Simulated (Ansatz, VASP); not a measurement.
# AlFe in VASP and in Ansatz

```
Al Fe
1.0
     2.60818    0.00000    0.00000
     0.00000    2.60818    0.00000
     0.00000    0.00000    2.60818
Al Fe
1 1
Direct
  0.00000 0.00000 0.00000
  0.50000 0.50000 0.50000
```

Change from the starting cell: volume scaled by 0.72, no spin polarisation, PAW files.

Alike in both runs: task single point; functional PBE; k mesh 11 × 11 × 11; occupations fermi-dirac, width 0.1 eV; no spin polarisation.

|  | VASP | Ansatz |
| --- | --- | --- |
| version | VASP 6.6.1 | Ansatz 0.2.0 |
| potentials or method | VASP PAW PBE potentials, release 64 (Al, Fe) | PAW with Ansatz's default frozen-core files, scalar-relativistic |
| plane-wave cutoff (eV) | 520 | 420 |
| valence electrons in the cell | 11 | 19 |

Ansatz gave:

* pressure (GPa): 93.8

What did VASP give for the same quantities?

Pressure (GPa): 94.4.

With one functional, cell and mesh, what is left measures potentials, basis and numerics. The two sets of potentials don't hold the same shells in valence.

Caveats: the cell as given lies far from equilibrium; so large a pressure means that the cell lies far from this level's equilibrium, or that cutoff or potentials fall short (VASP). Spin polarisation is off, so any magnetic state and its effect on volume and gap are missing.
